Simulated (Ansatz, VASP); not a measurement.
HfO2: VASP beside Ansatz

Contents of INCAR:

```
PREC = Accurate
ENCUT = 520
EDIFF = 1E-6
ISMEAR = 0
SIGMA = 0.05
LREAL = False
LASPH = True
NELM = 60
ALGO = Normal
ISIF = 2
LWAVE = False
LCHARG = True
GGA = PS
LELF = True
LVHAR = True
NBANDS = 18
```

The input KPOINTS:

```
Automatic mesh
0
Gamma
  8 8 8
```

Contents of POSCAR:

```
HfO2
1.0
    0.0000000000      2.4631771219      2.6398479430
    2.4631771219      0.0000000000      2.6398479430
    2.4631771219      2.4631771219      0.0000000000
Hf O
1 2
Direct
    0.0000000000      0.0000000000      0.0000000000
    0.2500000000      0.2500000000      0.2500000000
    0.7500000000      0.7500000000      0.7500000000
```

Input for Ansatz:

```yaml
crystal:
  lattice:
    - [0.0, 2.4631771219, 2.639847943]
    - [2.4631771219, 0.0, 2.639847943]
    - [2.4631771219, 2.4631771219, 0.0]
  atoms:
    - { symbol: Hf, position: [0.0, 0.0, 0.0] }
    - { symbol: O, position: [0.25, 0.25, 0.25] }
    - { symbol: O, position: [0.75, 0.75, 0.75] }
basis:
  ecutwfc: 520.0
kpoints:
  mp_grid: { grid: [8, 8, 8] }
hamiltonian:
  xc: pbesol
  pseudopotentials: { kind: paw, azcp: { folder: soft_1 } }
scf:
  occupations: { method: gaussian, width: 0.05 }
output:
  forces: true
  stress: true
  eigenvalues: true
  write_density: true
  write_potential: true
  elf: true
  volumetric_format: npy
```

Change from the starting cell: mode 4 frozen in at +0.000 Å, strain +e along z and -e/2 along x and y +0.0467.

Alike in both runs: task single point; functional PBEsol; k mesh 8 × 8 × 8; occupations gaussian, width 0.05 eV; no spin polarisation.

|  | VASP | Ansatz |
| --- | --- | --- |
| version | VASP 6.6.1 | Ansatz 0.2.0 |
| potentials or method | VASP PAW PBE potentials, release 64 (Hf_pv, O) | scalar-relativistic, plane waves, PAW |
| plane-wave cutoff (eV) | 520 | 520 |
| valence electrons in the cell | 22 | 38 |

|  | VASP | Ansatz | Ansatz less VASP |
| --- | --- | --- | --- |
| gap on the k mesh at the Fermi level (eV) | 2.89 | 2.89 | -0.005 |
| least direct gap on the mesh (eV) | 3.21 | 3.20 | -0.013 |
| pressure (GPa) | -3.1 | 0.6 | +3.77 |
| largest component of the traceless stress (GPa) | 22.35 | 21.94 | -0.407 |

The two sets of potentials don't hold the same shells in valence. Ansatz warned: «pseudo_functional_mismatch».

Caveats: the PAW data sets were made with another functional, which shifts forces and pressure a little (VASP); spin-orbit coupling is left out, which moves the levels of the heavy elements. A k mesh can miss the band edges.
